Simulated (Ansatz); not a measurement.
Run this with the Python package of Ansatz (0.2.0) and show what comes out.

Input file `tio2.extxyz`:
```text
6
Lattice="-1.8921 1.8921 4.7573 1.8921 -1.8921 4.7573 1.8921 1.8921 -4.7573" Properties=species:S:1:pos:R:3 pbc="T T T"
Ti    0.00000000    0.00000000    0.00000000
Ti    0.00000000    1.89210000    2.37865000
O     0.00000000   -0.00000000    1.97998826
O     0.00000000    1.89210000    4.35863826
O     0.00000000    1.89210000    0.39866174
O    -0.00000000    0.00000000    7.53461174
```

Script `eps_tio2.py`:
```python
"""Response of TiO2 to an electric field."""

import ansatz as az
import numpy as np

config = {
    "kgrid": (8, 8, 8),
    "tolerance": 1e-09,
    "smearing": "fixed",
}


def main() -> None:
    cell = az.Crystal.from_extxyz("tio2.extxyz")

    # an insulator: whole occupations
    model = (
        cell.calculation()
        .functional(az.Functional.PBESOL)
        .pseudopotentials("paw")
        .basis(31 * az.Ry)
        .kpoints(*config["kgrid"])
        .scf(tolerance=config["tolerance"])
        .occupations(config["smearing"])
        .dielectric()
    )
    res = model.run(threads=1, backend="cpu")
    response = res.dielectric
    eps = np.asarray(response.eps_inf)

    print("eps_inf")
    print(np.round(eps, 3) + 0.0)
    for site, z in zip(res.lattice.sites, response.zstar_e):
        print(f"{site.symbol:2s} Z* trace/3 = {np.trace(z) / 3:+.3f} e")
    print(f"charge neutrality missed by {response.zstar_sum_residual_pre_e:.4f} e before the sum rule")


if __name__ == "__main__":
    main()
```

```console
$ python eps_tio2.py
eps_inf
[[6.864 0.    0.   ]
 [0.    6.864 0.   ]
 [0.    0.    6.307]]
Ti Z* trace/3 = +6.277 e
Ti Z* trace/3 = +6.277 e
O  Z* trace/3 = -3.138 e
O  Z* trace/3 = -3.138 e
O  Z* trace/3 = -3.138 e
O  Z* trace/3 = -3.138 e
charge neutrality missed by 0.0077 e before the sum rule
```

Caveats:
- No spin polarisation was allowed.
- With fixed filling the reported Fermi level is the top filled level among the k-points of the SCF.
- Averages over directions belong to no single polarisation, least of all in layered crystals.
- Pressure is positive in compression.
- The starting cell is as deposited in a crystallographic database; the results hold for this polymorph, which needn't be the stable one.
- This is the electronic (clamped-ion) response; a semilocal gap that is too small tends to raise it. The typed mesh is that of the SCF; the response is solved on denser meshes that the run picks.
- The whole script took 5.2 min on 1 thread of Intel(R) Xeon(R) Processor @ 2.30GHz (shared host), peak memory 1.6 GiB.
